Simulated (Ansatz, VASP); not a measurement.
One calculation of SnO2, two programs

POSCAR

```
SnO2
1.0
    0.0000000000      2.5334672578      2.5334672578
    2.5334672578      0.0000000000      2.5334672578
    2.5334672578      2.5334672578      0.0000000000
Sn O
1 2
Direct
    0.0000000000      0.0000000000      0.0000000000
    0.7500000000      0.7500000000      0.7500000000
    0.2500000000      0.2500000000      0.2500000000
```

File INCAR.step1:

```
ALGO     = Normal         # electronic algorithm
EDIFF    = 1E-4           # SCF threshold, eV
ENCUT    = 520            # plane-wave cutoff, eV
GGA      = PE             # functional
ISMEAR   = 0              # smearing method
LASPH    = T              # aspherical terms in the spheres
LCHARG   = F              # write CHGCAR
LREAL    = F              # projectors in reciprocal space
LWAVE    = T              # write WAVECAR
NBANDS   = 20             # bands
NELM     = 60             # most SCF steps
PREC     = Accurate       # precision mode
SIGMA    = 0.01           # smearing width, eV
```

The input INCAR.step2:

```
ALGO     = Normal         # electronic algorithm
EDIFF    = 1E-6           # SCF threshold, eV
ENCUT    = 520            # plane-wave cutoff, eV
ISIF     = 2              # what is computed and relaxed
ISMEAR   = 0              # smearing method
ISTART   = 1            
LASPH    = T              # aspherical terms in the spheres
LCHARG   = F              # write CHGCAR
LMIXTAU  = T            
LREAL    = F              # projectors in reciprocal space
LWAVE    = F              # write WAVECAR
METAGGA  = R2SCAN         # meta-GGA
NBANDS   = 20             # bands
NELM     = 60             # most SCF steps
PREC     = Accurate       # precision mode
SIGMA    = 0.01           # smearing width, eV
```

File KPOINTS:

```
k-points
0
Gamma
  8 8 8
```

Input for Ansatz:

```yaml
crystal:
  lattice:
    - [0.0, 2.5334672578, 2.5334672578]
    - [2.5334672578, 0.0, 2.5334672578]
    - [2.5334672578, 2.5334672578, 0.0]
  atoms:
    - { symbol: Sn, position: [0.0, 0.0, 0.0] }
    - { symbol: O, position: [0.75, 0.75, 0.75] }
    - { symbol: O, position: [0.25, 0.25, 0.25] }
kpoints:
  mp_grid: { grid: [8, 8, 8] }
  band_path:
    path:
      - [0.0, 0.0, 0.0]
      - [0.5, 0.0, 0.5]
      - [0.625, 0.25, 0.625]
      - [0.375, 0.375, 0.75]
      - [0.5, 0.5, 0.5]
      - [0.5, 0.25, 0.75]
      - [0.25, -0.5, -0.25]
    npoints: 1
hamiltonian:
  xc: r2scan
scf:
  occupations: { method: fixed }
  n_extra_bands: 4
output:
  forces: true
  stress: true
  eigenvalues: true
```

Alike in both runs: task single point; functional r2SCAN; k mesh 8 × 8 × 8; no spin polarisation.

|  | VASP | Ansatz |
| --- | --- | --- |
| version | VASP 6.6.1 | Ansatz 0.2.0 |
| potentials or method | VASP PAW PBE potentials, release 64 (Sn_d, O) | plane waves, PAW |
| plane-wave cutoff (eV) | 520 | 500 |
| occupations | gaussian, width 0.01 eV | fixed |
| valence electrons in the cell | 26 | 26 |

VASP gave:

- gap on the k mesh at the Fermi level (eV): 0.86
- pressure (GPa): 1.4

Task: Estimate Ansatz's values.

Result: gap on the k mesh at the Fermi level (eV): 0.84; pressure (GPa): 0.0.

Caveats: the PAW data sets were made with another functional, which shifts forces and pressure a little (VASP); spin-orbit coupling is left out, which moves the levels of the heavy elements. r2SCAN opens gaps a little over a GGA but as a rule still falls short of measured ones. A k mesh can miss the band edges.
